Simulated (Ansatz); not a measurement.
An Ansatz input:

```yaml
crystal:
  lattice:
    - [-1.549807255, 1.5906223817, 2.3695236289]
    - [1.5906223817, -1.549807255, 2.3695236289]
    - [1.4924226759, 1.4924226759, -2.3427039806]
  atoms:
    - { symbol: In, position: [0.0, 0.0, 0.0] }
hamiltonian:
  xc: pbesol
  pseudopotentials:
    kind: paw
    azcp:
      In: "pseudopotentials/In.paw.azcp"
basis:
  ecutwfc: 420
  fft_grid_basis: typed
kpoints:
  mp_grid: { grid: [19, 19, 23], shift: [0, 0, 0] }
magnetization:
  spin_polarized: false
scf:
  occupations: { method: fermi_dirac, width: 0.1 }
output:
  stress: true
```

and its output:

```
Warning: the record states the generating functional pbe (its physics header spells it `PBE`), which answers neither for hamiltonian.xc's functional nor for the pbesol family's — results may be inconsistent (PPs are generated against a specific XC)
Engine: ansatz 0.2.0, x86_64-unknown-linux-gnu
Pseudopotentials: kind: paw
Pseudopotential: In, paw, valence charge 13, recommended cutoff 420 eV (normal) 
Functional definition: PBEsol
  exchange = pbesol_x
  correlation = pbesol_c
Crystal: 1 atoms, lattice volume = 22.511 Å³
Basis set: ecut = 420 eV, 451 PW (Γ)
Bands: 11, of which v1, the nominal top of the filled ones, is band 7 counted from 1 (6 counted from 0)
Symmetry: 4 space group operations
Space group: C2/m (ITA 12), of the structure as read, at distance tolerance 2.8e-5 Å
k-points: 2190 of 8303
Non-local potential: In, projectors of the file, l = 0: 2, l = 1: 2, l = 2: 2, l = 3: 2
PAW form: soft (Blöchl's): semilocal exchange-correlation on the pseudo side does not see the compensation charge
PAW frozen core: In, regenerated for the run's functional, and the local potential with it (the file was generated under x = pbe(κ = 0.804, μ = 0.2195149727645171), c = pbe(β = 0.06672455060314922))
PAW one-centre angular grid: In, 590 points (default); XC on 64 Gauss nodes
Initial density: superposition of atomic densities (neutral atoms: chi_scale 0, normalization atom), corrected by the library's trained network
Initial wavefunctions: pseudopotential atomic-orbital guess
Functional: x = pbesol(κ = 0.804, μ = 0.12345679012345678), c = pbesol(β = 0.046)
SCF iter   1: F=—  HF=-5525.349212 eV  |F-HF|=—  |Δ(HF+E_count)|=         —  Δρ=3.71e-3  dr2=2.32e-3  ethr=1.77e-3  ⟨swp⟩=5.0  Hψ=142518  notcnv=0
SCF iter   2: F=—  HF=-5525.347786 eV  |F-HF|=—  |Δ(HF+E_count)|=   1.43e-3  Δρ=1.72e-3  dr2=5.40e-4  ethr=1.79e-5  ⟨swp⟩=1.0  Hψ=41751  notcnv=0
SCF iter   3: F=—  HF=-5525.347562 eV  |F-HF|=—  |Δ(HF+E_count)|=   2.24e-4  Δρ=4.29e-4  dr2=2.14e-5  ethr=4.16e-6  ⟨swp⟩=2.0  Hψ=37751  notcnv=0  defer=2
SCF iter   4: F=—  HF=-5525.347552 eV  |F-HF|=—  |Δ(HF+E_count)|=   1.01e-5  Δρ=1.88e-4  dr2=4.51e-6  ethr=1.64e-7  ⟨swp⟩=2.0  Hψ=37858  notcnv=0  defer=2
SCF iter   5: F=—  HF=-5525.347550 eV  |F-HF|=—  |Δ(HF+E_count)|=   1.79e-6  Δρ=8.52e-5  dr2=9.29e-7  ethr=3.47e-8  ⟨swp⟩=2.0  Hψ=34908  notcnv=0  defer=2
SCF iter   6: F=-5525.347550 eV  HF=-5525.347550 eV  |F-HF|=2.00e-8  |Δ(HF+E_count)|=   4.78e-7  Δρ=1.22e-5  dr2=1.85e-8  ethr=7.69e-10  ⟨swp⟩=3.9  Hψ=89289  notcnv=0
SCF 1 converged in 6 iterations: F = -5525.347550 eV  dr2 = 1.85e-8
SCF converged after 6 iterations
Free energy (F): -5525.347550 eV
Harris-Foulkes:  -5525.347550 eV  (|F-HF|=2.00e-8)
Internal energy: -5525.334087 eV  (E = F + TS)
E sigma→0 (E₀):  -5525.340818 eV
Entropy (-TS):   -0.013462 eV (-13.462 meV/atom)
Fermi energy:    12.408920 eV
--- Per-component energies (eV) ---
  E_band       = 2.035942
  E_kinetic    = 243.746815
  E_local      = -982.969620  (includes V_loc(G=0)·N_el)
  E_nonlocal   = 367.482344
  E_hartree    = 387.283415
  E_xc         = -215.124852
  E_vxc        = -101.862591  (∫ρ·V_xc dr)
  E_paw        = -4081.612935  (= ΣΔE_a)
  E_vpaw       = -298.932789  (= ΣTr[D̂ρ^β])
  E_aug_tail   = 0.000025  (compensation charges beyond the density's cutoff)
  E_ewald      = -1244.375182
  E_core_change = 0.235902  (= ΣΔE_core)
  E_smearing   = -0.013462  (= −TS)
  E_closure    = -0.000000  (closes the sum)
  Σ components = -5525.347550   (vs F -5525.347550, Δ=0.00e0)
--- Stress (GPa, compression-positive) ---
        7.930964       0.138876      -0.277209
        0.138876       7.930964      -0.277209
       -0.277209      -0.277209       7.839858
  P = ⅓ Tr σ = 7.9006 GPa (79.006 kbar)
```
